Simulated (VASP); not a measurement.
# AlN in VASP: notebook, part 2 of 2

VASP 6.6.1. The steps go on from the part before.

### Step 4. Single point, PBEsol

Contents of INCAR:

```
PREC     = Accurate       # precision mode
ENCUT    = 450            # plane-wave cutoff, eV
EDIFF    = 1E-6           # SCF threshold, eV
ISMEAR   = 0              # smearing method
SIGMA    = 0.05           # smearing width, eV
LREAL    = False          # projectors in reciprocal space
LASPH    = True           # aspherical terms in the spheres
NELM     = 100            # most SCF steps
ALGO     = Normal         # electronic algorithm
ISIF     = 2              # what is computed and relaxed
LWAVE    = False          # write WAVECAR
LCHARG   = False          # write CHGCAR
GGA      = PS             # functional
ADDGRID  = False
```

Contents of KPOINTS:

```
regular mesh
0
Gamma
  2 2 2
```

Contents of POSCAR:

```
AlN
1.0
    3.3121157418      0.0000000000      0.0000000000
   -1.6560578709      2.8683763727      0.0000000000
    0.0000000000      0.0000000000      4.1875630000
Al N
2 2
Direct
    0.6237580000      0.3299140000      0.2556100000
    0.3117670000      0.6288490000      0.7350250000
    0.6903480000      0.3199170000      0.7468030000
    0.3351220000      0.6696830000      0.2481240000
```

Potentials or basis: VASP PAW PBE potentials, release 64 (Al, N).

Command:

```bash
cat potpaw_PBE.64/Al/POTCAR potpaw_PBE.64/N/POTCAR > POTCAR
mpirun -np 1 vasp_std > vasp.out
```

OUTCAR:

```text
PREC = Accurate
   ENCUT = 450
   EDIFF = 1E-6
   ISMEAR = 0
   LREAL = False
   LASPH = True
   NELM = 100
   ISIF = 2
   GGA = PS

 Found      8 irreducible k-points:

 Following reciprocal coordinates:
            Coordinates               Weight
  0.000000  0.000000  0.000000      1.000000
  0.500000  0.000000  0.000000      1.000000
  0.000000  0.500000  0.000000      1.000000
  0.500000  0.500000  0.000000      1.000000
  0.000000  0.000000  0.500000      1.000000
  0.500000  0.000000  0.500000      1.000000
   k-points           NKPTS =      8   k-points in BZ     NKDIM =      8   number of bands    NBANDS=     12
   number of dos      NEDOS =    301   number of ions     NIONS =      4
   total plane-waves  NPLWV =  17280
   dimension x,y,z NGX =    24 NGY =   24 NGZ =   30
   dimension x,y,z NGXF=    48 NGYF=   48 NGZF=   60
   ions per type =               2   2
   NGX,Y,Z   is equivalent  to a cutoff of  12.05, 12.05, 11.91 a.u.
   NGXF,Y,Z  is equivalent  to a cutoff of  24.09, 24.09, 23.82 a.u.
 SYSTEM =  unknown system
   PREC   = accura    normal or accurate (medium, high low for compatibility)
   ISTART =      0    job   : 0-new  1-cont  2-samecut
   ICHARG =      2    charge: 1-file 2-atom 10-const
   ISPIN  =      1    spin polarized calculation?
   LNONCOLLINEAR =      F non collinear calculations
   LSORBIT =      F    spin-orbit coupling
   LASPH  =      T    aspherical Exc in radial PAW
   ENCUT  =  450.0 eV  33.07 Ry    5.75 a.u.   5.73  5.73  7.24*2*pi/ulx,y,z
   NELM   =    100;   NELMIN=  2; NELMDL= -5     # of ELM steps
   EDIFF  = 0.1E-05   stopping-criterion for ELM
   LREAL  =      F    real-space projection
   EDIFFG = 0.1E-04   stopping-criterion for IOM
   NSW    =      0    number of steps for IOM
   IBRION =     -1    ionic relax: 0-MD 1-quasi-New 2-CG
   NFREE  =      0    steps in history (QN), initial steepest desc. (CG)
   ISIF   =      2    stress and relaxation
   ISYM   =      2    0-nonsym 1-usesym 2-fastsym
   POTIM  = 0.5000    time-step for ionic-motion
   TEBEG  =    0.0;   TEEND  =   0.0 temperature during run
   PSTRESS=    0.0 pullay stress
   NELECT =      16.0000    total number of electrons
   NUPDOWN=      -1.0000    fix difference up-down
   EMIN   =  10.00;   EMAX   =-10.00  energy-range for DOS
   EFERMI =   0.00;   METHOD = LEGACY
[... 22 lines left out ...]
   NGX = 11   NGY = 11   NGZ = 15

 number of electron      15.9999999 magnetization

 Free energy of the ion-electron system (eV)
  ---------------------------------------------------
  ext. energy  EPLUGINS =         0.00000000
  ---------------------------------------------------
  free energy    TOTEN  =       -30.02850193 eV

  energy without entropy =      -30.02850193  energy(sigma->0) =      -30.02850193

 E-fermi :   8.1811     XC(G=0): -11.3348

 val. band max:        7.9109764568   @ k =   0.0000   0.0000   0.0000
 cond. band min:      10.9824725860   @ k =   0.0000   0.0000   0.0000
 fundamental gap:      3.0714961293
 Fermi energy:         8.1811303442

 k-point     1 :       0.0000    0.0000    0.0000
  band No.  band energies     occupation
      1      -8.8626      2.00000
      2      -5.1809      2.00000
      3       0.9819      2.00000
      4       4.5915      2.00000
      5       4.6363      2.00000
      6       6.1320      2.00000
      7       6.5448      2.00000
      8       7.9110      2.00000
      9      10.9825      0.00000
     10      12.1579      0.00000
     11      15.5667      0.00000
     12      16.4902      0.00000
[... 61 lines left out ...]
 k-point     6 :       0.5000    0.0000    0.5000
  band No.  band energies     occupation
      1      -6.3011      2.00000
      2      -6.1776      2.00000
      3       0.4169      2.00000
      4       0.7383      2.00000
      5       4.3636      2.00000
      6       4.9026      2.00000
      7       6.2228      2.00000
      8       6.3428      2.00000
      9      12.5277      0.00000
     10      12.7906      0.00000
     11      16.9588      0.00000
     12      17.1890      0.00000

 [... further k-points ...]

------------------------ aborting loop because EDIFF is reached ----------------------------------------

  FORCE on cell =-STRESS in cart. coord.  units (eV):
  Direction    XX          YY          ZZ          XY          YZ          ZX
  --------------------------------------------------------------------------------------
  -------------------------------------------------------------------------------------
  Total        1.7451645      0.2654438     -3.3815589      0.2364718      0.0837377     -0.2471961
  in kB       70.2819756     10.6900618   -136.1835171      9.5232902      3.3723186     -9.9551803
  external PRESSURE =     -18.4038265 kB  Pullay stress =       0.0000000 kB

 VOLUME and BASIS-vectors are now :
 -----------------------------------------------------------------------------
  energy-cutoff  :      450.00
  volume of cell :       39.78
      direct lattice vectors                 reciprocal lattice vectors
     3.312115742  0.000000000  0.000000000     0.301921816  0.174314642  0.000000000
    -1.656057871  2.868376373  0.000000000     0.000000000  0.348629284  0.000000000
     0.000000000  0.000000000  4.187563000     0.000000000  0.000000000  0.238802377

 POSITION                                       TOTAL-FORCE (eV/Angst)
 -----------------------------------------------------------------------------------
      1.51960      0.94632      1.07038         2.495470     -0.420283     -0.618720
     -0.00880      1.80378      3.07796         1.629958      1.569770      0.650436
      1.75671      0.91764      3.12728        -2.640160     -0.995777     -0.110649
      0.00093      1.92090      1.03903        -1.485268     -0.153710      0.078933
 -----------------------------------------------------------------------------------
    total drift:                                0.000073      0.000363      0.000127

  FREE ENERGIE OF THE ION-ELECTRON SYSTEM (eV)
  ---------------------------------------------------
  free  energy   TOTEN  =       -30.0285019278 eV

  energy  without entropy=      -30.0285019278  energy(sigma->0) =      -30.02850193
```

OSZICAR:

```text
N       E                     dE             d eps       ncg     rms          rms(c)
DAV:   1     0.492250956593E+02    0.49225E+02   -0.70984E+03   192   0.107E+03
DAV:   2    -0.303618507007E+02   -0.79587E+02   -0.73214E+02   316   0.207E+02
DAV:   3    -0.345235315717E+02   -0.41617E+01   -0.41357E+01   248   0.499E+01
DAV:   4    -0.345626479389E+02   -0.39116E-01   -0.39106E-01   224   0.574E+00
DAV:   5    -0.345632139185E+02   -0.56598E-03   -0.56593E-03   248   0.697E-01    0.116E+01
DAV:   6    -0.301257465428E+02    0.44375E+01   -0.15872E+01   232   0.286E+01    0.421E+00
DAV:   7    -0.300703717300E+02    0.55375E-01   -0.69919E-01   212   0.570E+00    0.288E+00
DAV:   8    -0.300345010985E+02    0.35871E-01   -0.10879E-01   220   0.304E+00    0.587E-01
DAV:   9    -0.300283373533E+02    0.61637E-02   -0.23850E-02   236   0.114E+00    0.273E-01
DAV:  10    -0.300284896193E+02   -0.15227E-03   -0.10490E-03   216   0.273E-01    0.491E-02
DAV:  11    -0.300285008438E+02   -0.11225E-04   -0.65266E-05   244   0.705E-02    0.163E-02
DAV:  12    -0.300285021484E+02   -0.13045E-05   -0.30417E-06   200   0.171E-02    0.921E-03
DAV:  13    -0.300285019278E+02    0.22051E-06   -0.12122E-06   124   0.939E-03
   1 F= -.30028502E+02 E0= -.30028502E+02  d E =-.739330E-15
```

stdout:

```text
POSCAR found type information on POSCAR AlN
 POSCAR found :  2 types and       4 ions
 scaLAPACK will be used
 -----------------------------------------------------------------------------
|                                                                             |
|                                                                             |
|     You enforced a specific xc type in the INCAR file but a different       |
|     I HOPE YOU KNOW WHAT YOU ARE DOING!                                     |
|                                                                             |
 -----------------------------------------------------------------------------

 LDA part: xc-table for (Slater+PW92), standard interpolation
 POSCAR, INCAR and KPOINTS ok, starting setup
 FFT: planning ... GRIDC
 FFT: planning ... GRID_SOFT
 FFT: planning ... GRID
 WAVECAR not read
 entering main loop
```

Wall time 2.5 s (1 thread of Intel Xeon 6975P-C (Granite Rapids), shared host); peak memory 0.13 GiB.

The run converged, but some of its settings lie outside the range that counts as converged, so its numbers aren't taken as properties of the crystal.

Results:

| Property | Result |
| --- | --- |
| Free energy | -30.0285 eV |
| Largest force | 2.824 eV/Å |
| Band gap on the k mesh | 3.07 eV, direct |

Caveat: the k mesh is coarse (spacing up to 1.10 Å⁻¹), so the values aren't converged; the cutoff is under 1.25 times the usual one of these potentials, so pressure, stress and relaxed cells hold a basis-set (Pulay) error; the PAW data sets were made with another functional, which shifts forces and pressure a little.
